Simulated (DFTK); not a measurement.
A run of DFTK 0.8.2 is set up as follows.

run.jl

```julia
using DFTK
using PseudoPotentialData
using Unitful, UnitfulAtomic
using LinearAlgebra, Printf
include("save.jl")
disable_threading()

# lattice vectors are the columns
lattice = austrip(1u"Å") * [  1.8807968987  -1.8807968987            0.0;
             1.0858785957   1.0858785957  -2.1717571915;
             3.5140619945   3.5140619945   3.5140619945]
symbols   = [:As, :As]
positions = [[0.226, 0.226, 0.226],
             [0.774, 0.774, 0.774]]
pseudopotentials = PseudoFamily("dojo.nc.sr.pbesol.v0_4_1.standard.upf")
elements = Dict(s => ElementPsp(s, pseudopotentials) for s in unique(symbols))
atoms    = [elements[s] for s in symbols]

build_model(lattice, positions; symmetries=true) =
    model_DFT(lattice, atoms, positions;
              functionals=PBEsol(),
              temperature=austrip(0.05u"eV"),
              smearing=Smearing.FermiDirac(),
              symmetries)
Ecut  = 42.0  # hartree
kgrid = [9, 9, 9]
tol   = 1e-6
to_GPa = ustrip(uconvert(u"GPa", 1u"hartree/bohr^3"))

model = build_model(lattice, positions)
basis = PlaneWaveBasis(model; Ecut, kgrid)
display(basis)
scfres = self_consistent_field(basis;
                               tol,
                               nbandsalg=AdaptiveBands(model; n_bands_converge=20))
display(scfres.energies)
@printf "Fermi level: %.6f eV\n" ustrip(auconvert(u"eV", something(scfres.εF, NaN)))
forces = compute_forces_cart(scfres)
println("Forces (eV/Å)")
for (s, f) in zip(symbols, forces)
    @printf "%-3s %12.6f %12.6f %12.6f\n" s ustrip.(auconvert.(u"eV/Å", f))...
end
stress = compute_stresses_cart(scfres)
println("Stress (GPa)")
display(round.(stress * to_GPa; digits=4))
println("Levels at the first k-point (eV): ", round.(ustrip.(auconvert.(u"eV", scfres.eigenvalues[1][1:scfres.n_bands_converge])); digits=4))
save_scf!(scfres; forces, stress)
```

Potentials or basis: dojo.nc.sr.pbesol.v0_4_1.standard.upf (PBEsol).

Command:

```console
$ julia --threads=1 run.jl  # save.jl only writes the numbers to a file and isn't shown; printed stress counts tension as positive; times include loading and compiling
```

(1) What does it give for the band gap on the k mesh?

(2) What does it give for the largest force?

Results:

(1) none (metal or under the smearing width).

(2) 0.376 eV/Å.
